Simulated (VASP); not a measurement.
# MgS in VASP: how settings move the PBE single point

The PBE single point of zincblende MgS, under +3.0 % strain along z alone is repeated with altered inputs. Which of them can be trusted? This is a trial cell built on a prototype, not taken from a measured structure, and it needn't be the compound's ground state.

Program: VASP 6.6.1. PAW datasets, plane waves. No spin polarisation and no zero-point or thermal motion; the cell was built from a prototype and may be hypothetical.

## (1) The system as given

The cell comes from an earlier relaxation with r2SCAN in another program, then strained, with the atoms relaxed again.

Space group I-4m2 (No. 119), tetragonal; a = 4.003 Å, c = 5.832 Å in the conventional setting, 23.37 Å³ an atom. Near Mg stand 4 S at 2.48 Å; near S stand 4 Mg at 2.48 Å.

Structure file:

```cif
data_structure
_symmetry_space_group_name_H-M 'P 1'
_symmetry_Int_Tables_number 1
_cell_length_a 4.0640
_cell_length_b 4.0640
_cell_length_c 4.0035
_cell_angle_alpha 60.491
_cell_angle_beta 60.491
_cell_angle_gamma 59.018
_cell_volume 46.73
loop_
_atom_site_label
_atom_site_type_symbol
_atom_site_fract_x
_atom_site_fract_y
_atom_site_fract_z
_atom_site_occupancy
Mg1 Mg 0.00000 0.00000 0.00000 1
S1 S 0.25000 0.25000 0.25000 1
```

## (2) The reference run

File INCAR:

```
ENCUT = 520.000000
SIGMA = 0.020000
EDIFF = 1.00e-07
GGA = PE
PREC = Accurate
IBRION = -1
ISIF = 2
ISMEAR = -1
NBANDS = 11
NELM = 120
NSW = 0
LASPH = .TRUE.
LCHARG = .FALSE.
LWAVE = .FALSE.
LREAL = .FALSE.
```

File KPOINTS:

```
KPOINTS created by Atomic Simulation Environment
0
Gamma
8 8 8
0 0 0
```

File POSCAR:

```
Mg S
 1.0000000000000000
     0.0000000000000000    2.8308768411999998    2.9158031465000001
     2.8308768411999998    0.0000000000000000    2.9158031465000001
     2.8308768411999998    2.8308768411999998    0.0000000000000000
 Mg  S
   1   1
Cartesian
  0.0000000000000000  0.0000000000000000  0.0000000000000000
  1.4154384205999999  1.4154384205999999  1.4579015732500002
```

A file KPOINTS_OPT adds named points for the levels; it doesn't enter the self-consistent loop.

Potentials: the recommended PBE PAW datasets, 8 valence electrons.

Launch:

```bash
$ mpirun -np 1 vasp_std
```

## (3) Altered input 1

File INCAR:

```
ENCUT = 520.000000
EDIFF = 1.00e-07
GGA = PE
PREC = Accurate
IBRION = -1
ISIF = 2
NBANDS = 11
NSW = 0
LASPH = .TRUE.
LCHARG = .FALSE.
LWAVE = .FALSE.
LREAL = .FALSE.
NELECT = 8.1
ISMEAR = 2
SIGMA = 0.2
NELM = 59
```

File KPOINTS:

```
KPOINTS created by Atomic Simulation Environment
0
Gamma
4 4 4
0 0 0
```

POSCAR is that of step 2.

## (4) Altered input 2

Changes to INCAR since step 2:

```diff
@@ -2,4 +2,2 @@
 SIGMA = 0.020000
-EDIFF = 1.00e-07
-GGA = PE
 PREC = Accurate
@@ -15 +13,4 @@
 LREAL = .FALSE.
+ADDGRID = .TRUE.
+GGA = RP
+EDIFF = 1e-06
```

KPOINTS is that of step 2.

POSCAR is that of step 2.

## (5) Altered input 3

Changes to INCAR since step 2:

```diff
@@ -8,3 +8,2 @@
 ISMEAR = -1
-NBANDS = 11
 NELM = 120
@@ -15 +14,2 @@
 LREAL = .FALSE.
+NBANDS = 28
```

KPOINTS is that of step 2.

POSCAR is that of step 2.

## (6) Altered input 4

File INCAR:

```
SIGMA = 0.020000
EDIFF = 1.00e-07
GGA = PE
PREC = Accurate
IBRION = -1
ISIF = 2
ISMEAR = -1
NBANDS = 11
NSW = 0
LASPH = .TRUE.
LCHARG = .FALSE.
LWAVE = .FALSE.
LREAL = .FALSE.
NELM = 59
ENCUTT = 520
```

KPOINTS is that of step 2.

POSCAR is that of step 2.

Q: Predict the outcome of this session. Wanted: for each run, changed; ending; energy change; pressure; electronic steps; usable.

**Answer**, as computed:

| run | changed | ending | energy change (meV/atom) | pressure (GPa) | gap on the mesh (eV; negative: overlap) | electronic steps | time | usable |
| --- | --- | --- | --- | --- | --- | --- | --- | --- |
| ref. | – | converged | 0 | -0.8 | 3.28 | 13 | 30 s | yes |
| 1 | NELECT = 8.1, ISMEAR = 2, SIGMA = 0.2, NELM = 59, mesh 4×4×4 | converged | – | 1.7 | – | 14 | 7.3 s | no |
| 2 | ADDGRID = .TRUE., GGA = RP, EDIFF = 1e-06 | converged | – | 0.8 | 3.49 | 13 | 26 s | yes |
| 3 | NBANDS = 28 | converged | 0.0 | -0.8 | 3.28 | 14 | 72 s | yes |
| 4 | ENCUTT = 520 | converged | 1.7 | -1.3 | 3.28 | 13 | 8 s | no |

Of 4 altered inputs, 2 ended normally on a faulty or unsound input, 2 gave usable results.
